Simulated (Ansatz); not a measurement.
# Electron scattering at the Σ9 (114) boundary in bcc Ta with Zr (substitutional)

Aim: the relaxed structure and the specific resistance of the Σ9 (114) boundary in bcc Ta with Zr (substitutional).

Method: Ansatz plane-wave DFT, PBE, PAW files; relaxation of a bicrystal slab with its lowest layers held; PAW set soft_1, in the first sound run; inputs show where later runs differ, in Ansatz 0.2.0.

### 1. Starting point

The cell holds 24 atoms: 23 Ta and 1 Zr. Its edges and angles: a = 5.477 Å, b = 4.671 Å, c = 29.682 Å, α = 90.0°, β = 90.0°, γ = 64.8°. It derives from Ta. built on the (1 1 4) plane; 2 overlapping atoms removed and the grains opened by 0 Å. Vacuum lies along c.

### 2. Relaxing the bicrystal

The boundary is built by mirroring the lower grain in the boundary plane and removing any atoms that overlap; then the Zr is put in at the boundary. A thin bicrystal slab is relaxed first, with the lowest layers held and the upper grain free to shift and open.

input.yaml

```yaml
crystal:
  lattice:
    - [5.4766761838, 0.0, 0.0]
    - [1.9915186123, 4.2246489468, 0.0]
    - [0.0, 0.0, 29.6821005704]
  atoms:
    - { symbol: Ta, position: [0.4444444444, 0.7777777777, 0.1684516899] }
    - { symbol: Ta, position: [1.0, 0.4999999999, 0.1946769516] }
    - { symbol: Ta, position: [0.5555555555, 0.2222222222, 0.2209022134] }
    - { symbol: Ta, position: [0.1111111111, 0.9444444444, 0.2471274752] }
    - { symbol: Ta, position: [0.6666666666, 0.6666666666, 0.2733527369] }
    - { symbol: Ta, position: [0.2222222222, 0.3888888888, 0.2995779987] }
    - { symbol: Ta, position: [0.7777777778, 0.1111111111, 0.3258032604] }
    - { symbol: Ta, position: [0.3333333333, 0.8333333333, 0.3520285222] }
    - { symbol: Ta, position: [0.8888888889, 0.5555555555, 0.378253784] }
    - { symbol: Ta, position: [0.4444444444, 0.2777777778, 0.4044790457] }
    - { symbol: Zr, position: [0.0, 0.0, 0.4307043075] }
    - { symbol: Ta, position: [0.8888888889, 0.5555555555, 0.483154831] }
    - { symbol: Ta, position: [0.3333333333, 0.8333333333, 0.5093800928] }
    - { symbol: Ta, position: [0.7777777778, 0.1111111111, 0.5356053545] }
    - { symbol: Ta, position: [0.2222222222, 0.3888888888, 0.5618306163] }
    - { symbol: Ta, position: [0.6666666666, 0.6666666666, 0.5880558781] }
    - { symbol: Ta, position: [0.1111111111, 0.9444444444, 0.6142811398] }
    - { symbol: Ta, position: [0.5555555555, 0.2222222222, 0.6405064016] }
    - { symbol: Ta, position: [1.0, 0.4999999999, 0.6667316633] }
    - { symbol: Ta, position: [0.4444444444, 0.7777777777, 0.6929569251] }
    - { symbol: Ta, position: [0.8888888888, 0.0555555555, 0.7191821869] }
    - { symbol: Ta, position: [0.3333333333, 0.3333333332, 0.7454074486] }
    - { symbol: Ta, position: [0.7777777777, 0.611111111, 0.7716327104] }
    - { symbol: Ta, position: [0.2222222222, 0.8888888888, 0.7978579722] }
kpoints:
  mp_grid: { grid: [6, 6, 1] }
hamiltonian:
  xc: pbe
  pseudopotentials: { kind: paw, azcp: { folder: soft_1 } }
scf:
  occupations: { method: fermi_dirac, width: 0.1 }
relax:
  f_tol: 0.03
  max_steps: 80
  constraints: [{ sites: [0, 1, 2, 3] }]
```

Run with:

```
$ ansatz run input.yaml --threads 4 --pin off --max-ram 15360MiB --backend cpu --events-out ev --progress --plain --runs-dir out
```

Numbers of over 12 decimals in the logs are rounded to 6 here.

What it wrote:

```text
Engine: ansatz 0.2.0, aarch64-unknown-linux-gnu
Pseudopotentials: kind: paw
Pseudopotential: Ta, paw, valence charge 13, recommended cutoff 420 eV (normal), soft_1/Ta.paw.azcp
Pseudopotential: Zr, paw, valence charge 12, recommended cutoff 420 eV (normal), soft_1/Zr.paw.azcp
Functional definition: PBE
  parameter kappa = 0.804
  parameter beta = 0.066725
  exchange = pbe_x(kappa = kappa, mu = beta*pi^2/3)
  correlation = pbe_c(beta = beta)
Crystal: 24 atoms, lattice volume = 686.756 Å³
Basis set: ecut = 420 eV, 13437 PW (Γ), exchange–correlation on 80×64×400 points (8 copies of the dense FFT grid, shifted against one another)
Bands: 187, of which v1, the nominal top of the filled ones, is band 156 counted from 1 (155 counted from 0)
Symmetry: 2 space group operations
Space group: Cm (ITA 8), of the structure as read, at distance tolerance 8.8e-5 Å
k-points: 13 of 36 (time reversal used)
Non-local potential: Ta, projectors of the file, l = 0: 3, l = 1: 2, l = 2: 2, l = 3: 1
Non-local potential: Zr, projectors of the file, l = 0: 3, l = 1: 2, l = 2: 2, l = 3: 1
PAW form: soft (Blöchl's): semilocal exchange-correlation on the pseudo side does not see the compensation charge
PAW one-centre angular grid: Ta, 590 points (default); XC on 64 Gauss nodes
PAW one-centre angular grid: Zr, 590 points (default); XC on 64 Gauss nodes
Initial density: superposition of atomic densities (neutral atoms: chi_scale 0, normalization atom)
Initial wavefunctions: pseudopotential atomic-orbital guess
Functional: x = pbe(κ = 0.804, μ = 0.219515), c = pbe(β = 0.066725)
SCF iter   1: F=—  HF=-232652.709735 eV  |F-HF|=—  |Δ(HF+E_count)|=         —  Δρ=5.25e-2  dr2=3.90e2  ethr=3.10e-3  ⟨swp⟩=10.6  Hψ=12195  notcnv=0
preconditioner: auto → LDOS  [metal: Δε(μ)=0.002 eV  Ē_g=4.146 eV  σ=0.100 eV  W_gap=0.00  n_scr=148 (ndim 8)  ℏωp=15.5 eV  f_vac=0.276  D(μ)=23.09/eV (n_scr^D=164)  β→1.0]
SCF iter   2: F=—  HF=-232648.743204 eV  |F-HF|=—  |Δ(HF+E_count)|=    3.97e0  Δρ=5.51e-2  dr2=6.07e2  ethr=3.10e-3  ⟨swp⟩=15.3  Hψ=15871  notcnv=0  defer=25
SCF iter   3: F=—  HF=-232637.191793 eV  |F-HF|=—  |Δ(HF+E_count)|=    1.16e1  Δρ=1.14e-2  dr2=1.89e0  ethr=3.10e-3  ⟨swp⟩=13.3  Hψ=10244  notcnv=0  defer=17
SCF iter   4: F=—  HF=-232637.014148 eV  |F-HF|=—  |Δ(HF+E_count)|=   1.78e-1  Δρ=4.07e-3  dr2=4.70e-1  ethr=6.08e-4  ⟨swp⟩=5.6  Hψ=4356  notcnv=0  defer=28
SCF iter   5: F=—  HF=-232637.027320 eV  |F-HF|=—  |Δ(HF+E_count)|=   1.32e-2  Δρ=2.02e-3  dr2=4.71e-1  ethr=1.51e-4  ⟨swp⟩=3.0  Hψ=3573  notcnv=0  defer=10
SCF iter   6: F=—  HF=-232637.023210 eV  |F-HF|=—  |Δ(HF+E_count)|=   4.11e-3  Δρ=7.98e-4  dr2=8.90e-2  ethr=1.51e-4  ⟨swp⟩=1.4  Hψ=2518  notcnv=0  defer=8
SCF iter   7: F=—  HF=-232637.021628 eV  |F-HF|=—  |Δ(HF+E_count)|=   1.58e-3  Δρ=2.30e-4  dr2=3.50e-3  ethr=2.86e-5  ⟨swp⟩=2.1  Hψ=2696  notcnv=0  defer=8
SCF iter   8: F=—  HF=-232637.021370 eV  |F-HF|=—  |Δ(HF+E_count)|=   2.59e-4  Δρ=8.69e-5  dr2=3.50e-4  ethr=1.13e-6  ⟨swp⟩=2.7  Hψ=3384  notcnv=0  defer=7
SCF iter   9: F=-232637.021351 eV  HF=-232637.021352 eV  |F-HF|=1.35e-6  |Δ(HF+E_count)|=   1.76e-5  Δρ=3.05e-5  dr2=1.18e-5  ethr=7.23e-9  ⟨swp⟩=4.1  Hψ=10197  notcnv=0
SCF 1 converged in 9 iterations: F = -232637.021351 eV  dr2 = 1.18e-5
  greatest PAW one-centre occupation: 0.999 electrons in one spin orbital (limit 2), on the Ta atom at site 19 (counted from 0), in its partial waves of l = 0
relax step   1: F+E_penalty+E_count = -232637.02135069 eV  Δ(F+E_penalty+E_count) = +0.000e0 eV  max|allowed force component| = 1.789e0 eV/Å  Δτ_max = 0.0000 Å  (9 SCF iters, dr2 threshold 2.25e-5 eV, accepted)
Initial density: handed on by an earlier stage of this run
Initial wavefunctions: those handed on with the density
iter 1 solved again at ethr=2.15e-3 eV; its pass at ethr=3.10e-3 eV (dr2=6.70e0 eV) is discarded
SCF iter   1: F=—  HF=-232637.906757 eV  |F-HF|=—  |Δ(HF+E_count)|=         —  Δρ=1.14e-2  dr2=7.09e0  ethr=2.15e-3  ⟨swp⟩=1.7  Hψ=8108  notcnv=0  defer=5
preconditioner: auto → LDOS  [metal: Δε(μ)=0.003 eV  Ē_g=3.567 eV  σ=0.100 eV  W_gap=0.01  n_scr=148 (ndim 8)  ℏωp=15.5 eV  f_vac=0.286  D(μ)=31.98/eV (n_scr^D=284)  β→1.0]
SCF iter   2: F=—  HF=-232637.594414 eV  |F-HF|=—  |Δ(HF+E_count)|=   3.12e-1  Δρ=4.39e-3  dr2=5.67e-1  ethr=2.15e-3  ⟨swp⟩=3.2  Hψ=3252  notcnv=0  defer=7
SCF iter   3: F=—  HF=-232637.561593 eV  |F-HF|=—  |Δ(HF+E_count)|=   3.28e-2  Δρ=1.95e-3  dr2=9.59e-2  ethr=1.82e-4  ⟨swp⟩=3.2  Hψ=4654  notcnv=0  defer=8
SCF iter   4: F=—  HF=-232637.545493 eV  |F-HF|=—  |Δ(HF+E_count)|=   1.61e-2  Δρ=4.24e-4  dr2=5.89e-3  ethr=3.08e-5  ⟨swp⟩=2.4  Hψ=4415  notcnv=0  defer=5
SCF iter   5: F=—  HF=-232637.545068 eV  |F-HF|=—  |Δ(HF+E_count)|=   4.25e-4  Δρ=1.32e-4  dr2=4.40e-4  ethr=1.89e-6  ⟨swp⟩=2.0  Hψ=3244  notcnv=0  defer=5
SCF iter   6: F=-232637.545060 eV  HF=-232637.545076 eV  |F-HF|=1.60e-5  |Δ(HF+E_count)|=   8.44e-6  Δρ=4.34e-5  dr2=3.58e-5  ethr=3.22e-8  ⟨swp⟩=3.1  Hψ=9851  notcnv=0
SCF 2 converged in 6 iterations: F = -232637.545060 eV  dr2 = 3.58e-5
relax step   2: F+E_penalty+E_count = -232637.54506032 eV  Δ(F+E_penalty+E_count) = -5.237e-1 eV  max|allowed force component| = 6.390e-1 eV/Å  Δτ_max = 0.1950 Å  (6 SCF iters, dr2 threshold 1.00e-4 eV, accepted)
SCF iter   1: F=—  HF=-232638.113370 eV  |F-HF|=—  |Δ(HF+E_count)|=         —  Δρ=1.37e-2  dr2=2.56e1  ethr=3.10e-3  ⟨swp⟩=6.8  Hψ=5978  notcnv=0  defer=5
preconditioner: auto → LDOS  [metal: Δε(μ)=0.004 eV  Ē_g=3.604 eV  σ=0.100 eV  W_gap=0.01  n_scr=148 (ndim 8)  ℏωp=15.5 eV  f_vac=0.291  D(μ)=30.45/eV (n_scr^D=264)  β→1.0]
SCF iter   2: F=—  HF=-232637.739488 eV  |F-HF|=—  |Δ(HF+E_count)|=   3.74e-1  Δρ=4.09e-3  dr2=4.63e-1  ethr=3.10e-3  ⟨swp⟩=1.8  Hψ=2925  notcnv=0  defer=6
SCF iter   3: F=—  HF=-232637.723482 eV  |F-HF|=—  |Δ(HF+E_count)|=   1.60e-2  Δρ=2.20e-3  dr2=1.32e-1  ethr=1.49e-4  ⟨swp⟩=2.0  Hψ=4446  notcnv=0  defer=6
SCF iter   4: F=—  HF=-232637.704578 eV  |F-HF|=—  |Δ(HF+E_count)|=   1.89e-2  Δρ=4.12e-4  dr2=4.27e-3  ethr=4.25e-5  ⟨swp⟩=2.0  Hψ=3758  notcnv=0  defer=6
SCF iter   5: F=—  HF=-232637.703815 eV  |F-HF|=—  |Δ(HF+E_count)|=   7.64e-4  Δρ=2.02e-4  dr2=9.06e-4  ethr=1.37e-6  ⟨swp⟩=2.1  Hψ=4245  notcnv=0  defer=6
SCF iter   6: F=—  HF=-232637.703710 eV  |F-HF|=—  |Δ(HF+E_count)|=   1.05e-4  Δρ=5.61e-5  dr2=8.14e-5  ethr=2.91e-7  ⟨swp⟩=2.0  Hψ=3594  notcnv=0  defer=6
SCF iter   7: F=-232637.703702 eV  HF=-232637.703713 eV  |F-HF|=1.16e-5  |Δ(HF+E_count)|=   3.51e-6  Δρ=2.98e-5  dr2=1.70e-5  ethr=8.21e-9  ⟨swp⟩=5.0  Hψ=9037  notcnv=0
SCF 3 converged in 7 iterations: F = -232637.703702 eV  dr2 = 1.70e-5
[...]
relax step   7: F+E_penalty+E_count = -232637.88154183 eV  Δ(F+E_penalty+E_count) = -7.001e-2 eV  max|allowed force component| = 2.523e-1 eV/Å  Δτ_max = 0.1915 Å  (6 SCF iters, dr2 threshold 9.83e-5 eV, accepted)
relax step   8: F+E_penalty+E_count = -232637.94724300 eV  Δ(F+E_penalty+E_count) = -6.570e-2 eV  max|allowed force component| = 1.312e-1 eV/Å  Δτ_max = 0.1989 Å  (6 SCF iters, dr2 threshold 4.13e-5 eV, accepted)
relax step   9: F+E_penalty+E_count = -232638.01078705 eV  Δ(F+E_penalty+E_count) = -6.354e-2 eV  max|allowed force component| = 1.694e-1 eV/Å  Δτ_max = 0.1940 Å  (7 SCF iters, dr2 threshold 4.65e-6 eV, accepted)
relax step  10: F+E_penalty+E_count = -232637.97493534 eV  Δ(F+E_penalty+E_count) = +3.585e-2 eV  max|allowed force component| = 6.718e-1 eV/Å  Δτ_max = 0.1929 Å  (7 SCF iters, dr2 threshold 7.76e-6 eV, rejected (line search))
relax step  11: F+E_penalty+E_count = -232638.04550344 eV  Δ(F+E_penalty+E_count) = -3.472e-2 eV  max|allowed force component| = 8.298e-2 eV/Å  Δτ_max = 0.0933 Å  (9 SCF iters, accepted)
relax step  12: F+E_penalty+E_count = -232638.08570420 eV  Δ(F+E_penalty+E_count) = -4.020e-2 eV  max|allowed force component| = 1.346e-1 eV/Å  Δτ_max = 0.0980 Å  (7 SCF iters, dr2 threshold 1.65e-6 eV, accepted)
relax step  13: F+E_penalty+E_count = -232638.14706021 eV  Δ(F+E_penalty+E_count) = -6.136e-2 eV  max|allowed force component| = 2.797e-1 eV/Å  Δτ_max = 0.1455 Å  (8 SCF iters, dr2 threshold 4.34e-6 eV, accepted)
relax step  14: F+E_penalty+E_count = -232638.17307977 eV  Δ(F+E_penalty+E_count) = -2.602e-2 eV  max|allowed force component| = 3.870e-1 eV/Å  Δτ_max = 0.1904 Å  (6 SCF iters, dr2 threshold 7.82e-5 eV, accepted)
relax step  15: F+E_penalty+E_count = -232638.23168508 eV  Δ(F+E_penalty+E_count) = -5.861e-2 eV  max|allowed force component| = 1.583e-1 eV/Å  Δτ_max = 0.2000 Å  (6 SCF iters, dr2 threshold 1.00e-4 eV, accepted)
relax step  16: F+E_penalty+E_count = -232638.25316273 eV  Δ(F+E_penalty+E_count) = -2.148e-2 eV  max|allowed force component| = 8.404e-2 eV/Å  Δτ_max = 0.1502 Å  (8 SCF iters, dr2 threshold 4.20e-6 eV, accepted)
relax step  17: F+E_penalty+E_count = -232638.25815180 eV  Δ(F+E_penalty+E_count) = -4.989e-3 eV  max|allowed force component| = 9.369e-2 eV/Å  Δτ_max = 0.1526 Å  (8 SCF iters, dr2 threshold 1.18e-6 eV, accepted)
relax step  18: F+E_penalty+E_count = -232638.26003158 eV  Δ(F+E_penalty+E_count) = -1.880e-3 eV  max|allowed force component| = 6.522e-2 eV/Å  Δτ_max = 0.0330 Å  (6 SCF iters, dr2 threshold 2.47e-6 eV, accepted)
relax step  19: F+E_penalty+E_count = -232638.26131536 eV  Δ(F+E_penalty+E_count) = -1.284e-3 eV  max|allowed force component| = 1.391e-2 eV/Å  Δτ_max = 0.0120 Å  (5 SCF iters, dr2 threshold 2.06e-6 eV, accepted)
iter 1 solved again at ethr=1.98e-10 eV; its pass at ethr=3.10e-3 eV (dr2=6.17e-7 eV) is discarded
SCF iter   1: F=—  HF=-232638.261304 eV  |F-HF|=—  |Δ(HF+E_count)|=         —  Δρ=6.83e-6  dr2=6.16e-7  ethr=1.98e-10  ⟨swp⟩=1.8  Hψ=5869  notcnv=0  defer=4
preconditioner: auto → LDOS  [metal: Δε(μ)=0.011 eV  Ē_g=3.591 eV  σ=0.100 eV  W_gap=0.03  n_scr=148 (ndim 8)  ℏωp=15.5 eV  f_vac=0.292  D(μ)=31.42/eV (n_scr^D=272)  β→1.0]
SCF iter   2: F=—  HF=-232638.261316 eV  |F-HF|=—  |Δ(HF+E_count)|=   1.20e-5  Δρ=3.29e-6  dr2=2.07e-7  ethr=1.98e-10  ⟨swp⟩=2.0  Hψ=4225  notcnv=0  defer=4
SCF iter   3: F=-232638.261316 eV  HF=-232638.261316 eV  |F-HF|=4.57e-8  |Δ(HF+E_count)|=   3.51e-8  Δρ=1.92e-6  dr2=6.94e-8  ethr=3.22e-11  ⟨swp⟩=5.1  Hψ=8409  notcnv=0
SCF 20 converged in 3 iterations: F = -232638.261316 eV  dr2 = 6.94e-8
relax step  20: F+E_penalty+E_count = -232638.26131565 eV  Δ(F+E_penalty+E_count) = -2.935e-7 eV  max|allowed force component| = 1.394e-2 eV/Å  Δτ_max = 0.0000 Å  (3 SCF iters, accepted)
SCF converged after 3 iterations
Free energy (F): -232638.261316 eV
Harris-Foulkes:  -232638.261316 eV  (|F-HF|=4.57e-8)
Internal energy: -232637.241025 eV  (E = F + TS)
E sigma→0 (E₀):  -232637.751170 eV
Entropy (-TS):   -1.020291 eV (-42.512 meV/atom)
Fermi energy:    10.511374 eV
--- Per-component energies (eV) ---
  E_band       = -4997.251135
  E_kinetic    = 9343.026393
  E_local      = -231211.054901  (includes V_loc(G=0)·N_el)
  E_nonlocal   = -177.975958
  E_hartree    = 112523.117487
  E_xc         = -7527.653921
  E_vxc        = -5535.328827  (∫ρ·V_xc dr)
  E_paw        = -193968.652245  (= ΣΔE_a)
  E_vpaw       = -2462.126683  (= ΣTr[D̂ρ^β])
  E_aug_tail   = 0.002118  (compensation charges beyond the density's cutoff)
  E_ewald      = 78381.950002
  E_smearing   = -1.020291  (= −TS)
  E_closure    = -0.000000  (closes the sum)
  Σ components = -232638.261316   (vs F -232638.261316, Δ=0.00e0)
--- Forces (eV/Å), atoms counted from 1 ---
  atom   1  Ta    -0.26375212     0.12433394     1.78363877
  atom   2  Ta    -0.02361414     0.01113181     0.24982762
  atom   3  Ta    -0.20189679     0.09517506    -1.20148150
  atom   4  Ta     0.49552245    -0.23359152    -0.83643873
  atom   5  Ta    -0.00240092     0.00113181     0.00219656
  atom   6  Ta     0.00279171    -0.00131602    -0.00502354
  atom   7  Ta    -0.00359869     0.00169644     0.00968993
  atom   8  Ta    -0.00968245     0.00456435     0.00651209
  atom   9  Ta    -0.00187788     0.00088524    -0.00391431
  atom  10  Ta     0.01393631    -0.00656964    -0.00801016
  atom  11  Zr     0.00193978    -0.00091442     0.00438462
  atom  12  Ta     0.00686937    -0.00323825    -0.00618468
  atom  13  Ta    -0.00037910     0.00017871     0.00471702
  atom  14  Ta    -0.01378252     0.00649714    -0.01360185
  atom  15  Ta     0.00330372    -0.00155739     0.00348526
  atom  16  Ta    -0.00186574     0.00087952     0.00179946
  atom  17  Ta     0.00431614    -0.00203465    -0.00703067
  atom  18  Ta    -0.00605157     0.00285274     0.00150908
  atom  19  Ta     0.00180900    -0.00085277    -0.00019961
  atom  20  Ta    -0.00135438     0.00063846     0.00335344
  atom  21  Ta     0.00358250    -0.00168881     0.00068778
  atom  22  Ta    -0.00389734     0.00183722    -0.00058573
  atom  23  Ta    -0.00160268     0.00075551    -0.00097861
  atom  24  Ta     0.00173859    -0.00081958     0.01169236
  max |Σ_I F_I| component: 5.33e-5 eV/Å
--- Relaxed structure (20 steps of the walk, 19 accepted, 0 SCFs on fresh bases) ---
  F+E_penalty+E_count = -232638.26131565 eV   max|allowed force component| = 1.394e-2 eV/Å
  atoms:
    - { symbol: Ta, position: [0.4444444444, 0.7777777778, 0.1684516899] }
    - { symbol: Ta, position: [1.0, 0.500000, 0.194677] }
    - { symbol: Ta, position: [0.555556, 0.222222, 0.220902] }
    - { symbol: Ta, position: [0.111111, 0.944444, 0.247127] }
    - { symbol: Ta, position: [0.666088, 0.666956, 0.271295] }
    - { symbol: Ta, position: [0.222339, 0.388831, 0.300577] }
    - { symbol: Ta, position: [0.786215, 0.106892, 0.327172] }
    - { symbol: Ta, position: [0.338169, 0.830915, 0.350540] }
    - { symbol: Ta, position: [0.882257, 0.558871, 0.383149] }
    - { symbol: Ta, position: [0.458412, 0.270794, 0.399148] }
    - { symbol: Zr, position: [0.00780507, -0.00390254, 0.438920] }
    - { symbol: Ta, position: [1.264465, 0.367767, 0.482801] }
    - { symbol: Ta, position: [0.673763, 0.663118, 0.491294] }
    - { symbol: Ta, position: [1.151666, -0.075833, 0.532000] }
    - { symbol: Ta, position: [0.605218, 0.197391, 0.555010] }
    - { symbol: Ta, position: [1.035436, 0.482282, 0.579945] }
    - { symbol: Ta, position: [0.485845, 0.757078, 0.607157] }
    - { symbol: Ta, position: [0.929524, 0.035238, 0.634077] }
    - { symbol: Ta, position: [1.367939, 0.316030, 0.661039] }
    - { symbol: Ta, position: [0.805740, 0.597130, 0.688714] }
    - { symbol: Ta, position: [1.253445, -0.126723, 0.713410] }
    - { symbol: Ta, position: [0.697332, 0.151334, 0.740889] }
    - { symbol: Ta, position: [1.134240, 0.432880, 0.763476] }
    - { symbol: Ta, position: [0.561040, 0.719480, 0.785349] }
```

Run time: 18 min. Hardware: 4 threads of Arm Neoverse V1, shared host; peak memory 3 GiB; 69 min of CPU time.

Step by step:

```csv
step,energy less that of the first step (eV),largest force component (eV/Å)
1,0.0000,1.7885
2,-0.5237,0.6390
3,-0.6824,0.2642
4,-0.7263,0.1287
5,-0.7517,0.1481
6,-0.7902,0.3135
7,-0.8602,0.2523
8,-0.9259,0.1312
9,-0.9894,0.1694
10,-0.9536,0.6718
11,-1.0242,0.0830
12,-1.0644,0.1346
13,-1.1257,0.2797
14,-1.1517,0.3870
15,-1.2103,0.1583
16,-1.2318,0.0840
17,-1.2368,0.0937
18,-1.2387,0.0652
19,-1.2400,0.0139
20,-1.2400,0.0139
```

Relaxation step 10 was tried and not accepted.

Forces are held to the 2 operations that the run works with; a distortion that breaks them can't arise in this run.

The atoms that moved most (Å):

```csv
atom,dx,dy,dz,length
Ta15,1.716,-0.809,-0.202,1.908
Ta17,1.679,-0.792,-0.211,1.868
Ta18,1.676,-0.790,-0.191,1.862
Ta12,1.683,-0.793,-0.010,1.861
Ta14,1.675,-0.790,-0.107,1.855
Ta16,1.652,-0.779,-0.241,1.843
Ta19,1.649,-0.777,-0.169,1.831
Ta21,1.634,-0.770,-0.171,1.814
```

Numbers from this step:

```
free energy             : -232638.2613 eV
energy at zero smearing : -232637.7512 eV
Fermi energy            : 10.51 eV
```

The largest force component on a free atom ends at 0.014 eV/Å, under the tolerance of 0.03, after 20 steps.

[end of part 1 of 2]

[Logs are printed without paths, hosts, clocks, repeated set-up lines and the standing remarks that a program may print on its own settings, such as how far it seeks lower states.]

[Hosts, paths, dates, database ids (printed as entryN), source tags and the programs' standing remarks are cut or masked in the printed files.]
